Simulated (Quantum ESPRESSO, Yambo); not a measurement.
# A GW chain in Yambo: BeTe (F-43m), part 2 of 3

Wanted: ground state, empty states, screening and self-energy for BeTe (F-43m).

Quantum ESPRESSO 7.5 and Yambo 5.3.0; PBE and many-body steps on it, plane waves. Known limits of the many-body steps: not at the basis limit; no spin-orbit coupling; coarse k mesh.

So far. Step 2 (Ground state): The gap is indirect, with the least direct gap 1.73 eV higher. Step 3 (Bands along the symmetry lines): The gap is 1.863 eV, as in the run before at this level.

The database entry behind the starting cell differs from later determinations by our own check (an axis about 1.5 % short against later determinations), so it need not match the best structure at ambient conditions.

## 4. Empty states on the mesh, 4×4×4 mesh, 218 bands

Level of this step: DFT, PBE, plane waves, norm-conserving pseudopotentials (Quantum ESPRESSO).

The sums over transitions need many empty states on a uniform mesh; this step solves for them.

File pw.in:

```
&control
  calculation = 'nscf'
  prefix = 'x'
  outdir = 'o'
  pseudo_dir = 'pseudo'
/
&system
  ibrav = 0
  nat = 2
  ntyp = 2
  ecutwfc = 88.0
  nbnd = 218
  force_symmorphic = .true.
/
&electrons
  conv_thr = 1e-9
  electron_maxstep = 80
  diago_full_acc = .true.
  diago_thr_init = 5e-6
/
ATOMIC_SPECIES
  Be 9.012 Be.upf
  Te 127.6 Te.upf
CELL_PARAMETERS angstrom
  0.0000000000 2.7700000000 2.7700000000
  2.7700000000 0.0000000000 2.7700000000
  2.7700000000 2.7700000000 -0.0000000000
ATOMIC_POSITIONS crystal
  Be 0.0000000000 0.0000000000 0.0000000000
  Te 0.2500000000 0.2500000000 0.2500000000
K_POINTS automatic
  4 4 4 0 0 0
```

The run is started by

```
> OMP_NUM_THREADS=1 mpirun -n 8 pw.x -nk 4 -in pw.in > pw.out
```

What it wrote:

```text
[banner, memory and clock lines left out]
Program PWSCF v.7.5 starts

     Atomic positions and unit cell read from directory:
     o/x.save/

     Message from routine setup:
     using ibrav=0 with symmetry is DISCOURAGED, use correct ibrav instead

     bravais-lattice index     =            0
     lattice parameter (alat)  =       7.4028  a.u.
     unit-cell volume          =     286.8573 (a.u.)^3
     number of atoms/cell      =            2
     number of atomic types    =            2
     number of electrons       =        28.00
     number of Kohn-Sham states=          218
     kinetic-energy cutoff     =      88.0000  Ry
     charge density cutoff     =     352.0000  Ry
     Exchange-correlation= PBE
                           (   1   4   3   4   0   0   0)

     celldm(1)=   7.402759  celldm(2)=   0.000000  celldm(3)=   0.000000
     celldm(4)=   0.000000  celldm(5)=   0.000000  celldm(6)=   0.000000

     crystal axes: (cart. coord. in units of alat)
               a(1) = (   0.000000   0.707107   0.707107 )
               a(2) = (   0.707107   0.000000   0.707107 )
               a(3) = (   0.707107   0.707107  -0.000000 )

     reciprocal axes: (cart. coord. in units 2 pi/alat)
               b(1) = ( -0.707107  0.707107  0.707107 )
               b(2) = (  0.707107 -0.707107  0.707107 )
               b(3) = (  0.707107  0.707107 -0.707107 )
     Pseudo is Norm-conserving, Zval =  4.0
     Generated using ONCVPSP code by D. R. Hamann
     Using radial grid of 1358 points,  4 beta functions with:
     Pseudo is Norm-conserving + core correction, Zval = 24.0
     Generated using ONCVPSP code by D. R. Hamann
     Using radial grid of 1294 points,  8 beta functions with:
     Be                4.00     9.01200     Be( 1.00)
     Te               24.00   127.60000     Te( 1.00)

     24 Sym. Ops. (no inversion) found

   Cartesian axes

     site n.     atom                  positions (alat units)
         1        Be     tau(   1) = (   0.0000000   0.0000000   0.0000000  )
         2        Te     tau(   2) = (   0.3535534   0.3535534   0.3535534  )

     number of k points=     8
                       cart. coord. in units 2pi/alat
        k(    1) = (   0.0000000   0.0000000   0.0000000), wk =   0.0312500
        k(    2) = (   0.1767767   0.1767767  -0.1767767), wk =   0.2500000
        k(    3) = (  -0.3535534  -0.3535534   0.3535534), wk =   0.1250000
[...]
k(    7) = (  -0.7071068   0.0000000   0.0000000), wk =   0.0937500
        k(    8) = (  -0.7071068   0.3535534   0.0000000), wk =   0.1875000

     Dense  grid:    31951 G-vectors     FFT dimensions: (  45,  45,  45)

     The potential is recalculated from file :
     o/x.save/charge-density

     Starting wfcs are   15 randomized atomic wfcs +  203 random wfcs

     Band Structure Calculation

     End of band structure calculation

          k = 0.0000 0.0000 0.0000 (  4015 PWs)   bands (ev):

  -149.6016 -99.6293 -99.6293 -99.6293 -90.8180 -26.9192 -26.9192 -26.9192
   -26.9042 -26.9042  -3.2079   9.4262   9.4262   9.4262  13.0168  13.0168
    13.0168  13.6252  17.8212  19.9977  19.9977  20.7608  20.7608  20.7608
[...]
[... 16 further rows ...]
[...]
167.9425 168.0195

          k = 0.1768 0.1768-0.1768 (  3984 PWs)   bands (ev):

[...]
[... 16 further rows ...]
[...]
162.6371 162.6371

          k =-0.3536-0.3536 0.3536 (  3996 PWs)   bands (ev):

[...]
71.7481  71.7481  72.3093  72.3093  72.7972  73.7089  73.7643  74.8678
     [... 16 further rows ...]
   157.5682 157.5765 159.0639 159.1726 159.1726 159.3033 160.0961 160.5900
   160.5901 161.3660

          k = 0.3536 0.0000 0.0000 (  4016 PWs)   bands (ev):

     [... further k-points ...]

     highest occupied, lowest unoccupied level (ev):     9.4262   11.2895

     XML data file, pseudopotentials, collected wavefunctions
```

Wall time 12 s (8 MPI ranks of Arm Neoverse V2, shared host); peak memory 0.71 GiB; 93 s of CPU time.

Numbers from this step:

- gap: 1.863 eV
- k of the valence top: 0, 0, 0
- k of the conduction bottom: 0, -0.5, -0.5
- least direct gap: 3.591 eV
- k points computed: 8
- lowest point of the top converged band, above the valence top: 150.6614 eV

On this mesh the gap is 1.863 eV.

## 5. Conversion and set-up

This step: Yambo 5.3.0; conversion and set-up on PBE, plane waves, norm-conserving pseudopotentials.

The states are converted to the many-body program's format and the q mesh is built.

The run is started by

```
> (cd o/x.save; p2y > p2y.log; mv SAVE ../..); yambo > setup.log
```

What it wrote:

```text
 Yambo, version 5.3.0

 [02] CORE Variables Setup
 =========================

  [02.01] Unit cells
  ==================

  Cell kind             :  FCC
  Atoms in the cell     :  Be  Te
  number of Be atoms    :  1
  number of Te atoms    :  1

  List of atomic masses
  Mass of Be    :  9.012000
  Mass of Te    :  127.6000

  List of atomic coordinates    : [cc]
  Be1       :  0.000000  0.000000  0.000000  order 1
  Te1       :  2.617271  2.617271  2.617271  order 2

  Alat factors          :  5.234541  5.234541  5.234541 [a.u.]
  Direct lattice volume :  286.8573 [a.u.]
  Direct lattice vectors:  A[ 1 ]  A[ 2 ]  A[ 3 ]
   A[ 1 ]:  0.000000  1.000000  1.000000  [iru]
   0.000000  5.234541  5.234541  [cc]
   A[ 2 ]:  1.000000  0.000000  1.000000  [iru]
   5.234541  0.000000  5.234541  [cc]
   A[ 3 ]:  1.000000  1.000000 -0.000000  [iru]
   5.234541  5.234541 -0.000000  [cc]

  Recip. lattice volume :  0.864716 [a.u.]
  Recip. lattice vectors:  B[ 1 ]  B[ 2 ]  B[ 3 ]
   B[ 1 ]: -0.500000  0.500000  0.500000  [iku]
  -0.600166  0.600166  0.600166  [cc]
   B[ 2 ]:  0.500000 -0.500000  0.500000  [iku]
   0.600166 -0.600166  0.600166  [cc]
   B[ 3 ]:  0.500000  0.500000 -0.500000  [iku]
   0.600166  0.600166 -0.600166  [cc]

  [02.02] Symmetries
  ==================

  Inversion symmetry    : yes
  Spatial inversion     : no
  Inversion index       :  25
  K-space Time-reversal : yes
  Magnetic symmetries   : no
  Time-reversal derived K-space symmetries:   25   48
  Group table correct   : yes
  Symmetries units      :  [cc]

   [S  1]:   1.0000      0.34382E-16  0.34382E-16  0.34382E-16   1.0000     -0.34382E-16 -0.34382E-16 -0.34382E-16   1.0000
   [S  2]:  -1.0000     -0.34382E-16  0.34382E-16 -0.34382E-16  -1.0000     -0.34382E-16  0.34382E-16  0.34382E-16   1.0000
   [S  3]:  -1.0000      0.34382E-16 -0.34382E-16 -0.34382E-16   1.0000      0.34382E-16  0.34382E-16 -0.34382E-16  -1.0000
[...]
[S  9]:  0.34382E-16   1.0000      0.34382E-16 -0.34382E-16  0.34382E-16   1.0000       1.0000     -0.34382E-16 -0.34382E-16
   [S 10]:  0.34382E-16  -1.0000     -0.34382E-16 -0.34382E-16 -0.34382E-16  -1.0000       1.0000      0.34382E-16  0.34382E-16
     [... 36 further rows ...]
   [S*47]:   1.0000      0.34382E-16 -0.34382E-16  0.34382E-16 -0.34382E-16  -1.0000     -0.34382E-16   1.0000      0.34382E-16
   [S*48]:   1.0000     -0.34382E-16  0.34382E-16  0.34382E-16  0.34382E-16   1.0000     -0.34382E-16  -1.0000     -0.34382E-16

  [02.03] Reciprocal space
  ========================

  nG shells         :   328
  nG charge         :   31951
  nG WFs            :   4873
  nC WFs            :   4016
  G-vecs. in first 32 shells:  [ Number ]
     1    9   15   27   51   59   65   89  113
    137   169   181   229   259   283   307   331   339
    387   411   459   531   537   561   609   645   701
    725   749   821   869   893
  ...
[...]
K/Q-points units:
  rlu = crystal or reduced units; cc = cartesian coordinates; iku = interal k-units

  K [1]          [rlu]:  0.000000  0.000000  0.000000
         WF components:   4015
  K [2]          [rlu]: -0.15124E-17 -0.15124E-17  0.25000
         WF components:   3984
  K [3]          [rlu]:  0.30247E-17  0.30247E-17 -0.50000
         WF components:   3996
  K [4]          [rlu]: -0.97766E-18  0.25000      0.25000
         WF components:   4016
  K [5]          [rlu]:  0.18396E-16  0.25000     -0.50000
         WF components:   4008
  [... 2 further k-points ...]
  K [8]          [rlu]:  0.250000 -0.500000 -0.250000
         WF components:   3996

  [02.05] Energies & Occupations
  ==============================

  [X] === General ===
  [X] Electronic Temperature                        :  0.000000  0.000000 [eV K]
  [X] Bosonic    Temperature                        :  0.000000  0.000000 [eV K]
  [X] Finite Temperature mode                       : no
  [X] El. density                                   :  0.65870E+24 [cm-3]
  [X] Fermi Level                                   :  9.426233 [eV]

  [X] === Gaps and Widths ===
  [X] Conduction Band Min                           :  1.863269 [eV]
  [X] Valence Band Max                              :  0.000000 [eV]
  [X] Filled Bands                                  :  14
  [X] Empty Bands                                   :   15  218
  [X] Direct Gap                                    :  3.590530 [eV]
  [X] Direct Gap localized at k                     :  1
  [X] Indirect Gap                                  :  1.863269 [eV]
  [X] Indirect Gap between kpts                     :   1   7
  [X] Last valence band width                       :  3.442439 [eV]
  [X] 1st conduction band width                     :  3.467501 [eV]

  E @ K [1]:  [eV]
  -159.0278 -109.0555 -109.0555 -109.0555 -100.2442  -36.3455  -36.3455  -36.3455
   -36.330      -36.330      -12.634     -0.93910E-11 -0.60406E-11   0.0000       3.5905       3.5905
    3.59053   4.19896   8.39501  10.57148  10.57148  11.33460  11.33460  11.33460
[...]
occ @ K [1]
[...]
E @ K [2]:  [eV]
[...]
occ @ K [2]
[...]
E @ K [3]:  [eV]
[...]
occ @ K [3]
[...]
E @ K [4]:  [eV]
[...]
occ @ K [4]
[...]
E @ K [5]:  [eV]
[...]
occ @ K [5]
[...]
[... 2 further k-points ...]
  E @ K [8]:  [eV]
[...]
occ @ K [8]
[...]
0.000000  0.000000  0.000000  0.000000  0.000000  0.000000  0.000000  0.000000
   0.000000  0.000000  0.000000  0.000000  0.000000  0.000000  0.000000  0.000000

 [03] Transferred momenta grid and indexing
 ==========================================

 IBZ Q-points                                      :   8
 BZ  Q-points                                      :   64

 K/Q-points units:
 rlu = crystal or reduced units; cc = cartesian coordinates; iku = interal k-units

 Q [1]          [rlu]:  0.000000  0.000000  0.000000
 Q [2]          [rlu]: -0.61447E-17 -0.61447E-17  0.25000
 Q [3]          [rlu]:  0.12289E-16  0.12289E-16 -0.50000
[...]
Q [7]          [rlu]: -0.44291E-16 -0.50000     -0.50000
 Q [8]          [rlu]:  0.250000 -0.500000 -0.250000

  [03.01] X indexes
  =================

   [03.01.01] Sigma indexes
   ========================

 [06] Game Over & Game summary
```

Run time: 2.4 s. Hardware: 1 MPI rank; peak memory 0.25 GiB.

(Continued in part 3 of 3.)

[Paths, hosts, dates, memory and timing lines, banners, echoed tables and standing remarks are left out of the program output.]

[Logs are printed without paths, hosts, clocks, repeated set-up lines and the standing remarks that a program may print on its own settings, such as how far it seeks lower states.]

[Runs of the session that timed out or met a known fault of the program may be left out.]

[Hosts, paths, dates, database ids (printed as entryN), source tags and the programs' standing remarks are cut or masked in the printed files.]
